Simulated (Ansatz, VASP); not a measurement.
**Mg in VASP and in Ansatz**

Contents of INCAR:

```
ALGO = Normal ; EDIFF = 1E-6
ENCUT = 520 ; GGA = PE
ISIF = 2 ; ISMEAR = -1
LASPH = True ; LCHARG = True
LELF = True ; LREAL = False
LVHAR = True ; LWAVE = False
NBANDS = 9 ; NELM = 80
PREC = Accurate ; SIGMA = 0.08
```

File KPOINTS:

```
k-points
0
Gamma
  12 12 7
```

POSCAR

```
Mg
1.0
    3.1877321484      0.0000000000      0.0000000000
   -1.5938660741      2.7606570210      0.0000000000
    0.0000000000      0.0000000000      5.1753602886
Mg
2
Direct
    0.3333333333      0.6666666667      0.2500000000
    0.6666666667      0.3333333333      0.7500000000
```

Input for Ansatz:

```yaml
crystal:
  lattice:
    - [3.1877321484, 0.0, 0.0]
    - [-1.5938660741, 2.760657021, 0.0]
    - [0.0, 0.0, 5.1753602886]
  atoms:
    - { symbol: Mg, position: [0.3333333333, 0.6666666667, 0.25] }
    - { symbol: Mg, position: [0.6666666667, 0.3333333333, 0.75] }
kpoints:
  mp_grid: { grid: [12, 12, 7] }
scf:
  occupations: { method: fermi_dirac, width: 0.08 }
hamiltonian:
  xc: pbe
  pseudopotentials: { kind: all_electron, lapw: { basis_error: 0.0005 } }
output:
  forces: true
  stress: true
  eigenvalues: true
```

Change from the starting cell: volume scaled by 0.98.

Alike in both runs: task single point; functional PBE; k mesh 12 × 12 × 7; occupations fermi-dirac, width 0.08 eV; no spin polarisation.

|  | VASP | Ansatz |
| --- | --- | --- |
| version | VASP 6.6.1 | Ansatz 0.2.0 |
| potentials or method | VASP PAW PBE potentials, release 64 (Mg) | all-electron LAPW, scalar-relativistic |
| plane-wave cutoff (eV) | 520 | see its input |

|  | VASP | Ansatz | Ansatz less VASP |
| --- | --- | --- | --- |
| pressure (GPa) | 0.1 | 0.3 | +0.11 |
| largest component of the traceless stress (GPa) | 0.54 | 0.54 | -0.002 |

Ansatz ran all-electron here, so the differences hold the error of VASP's frozen core and of both bases.
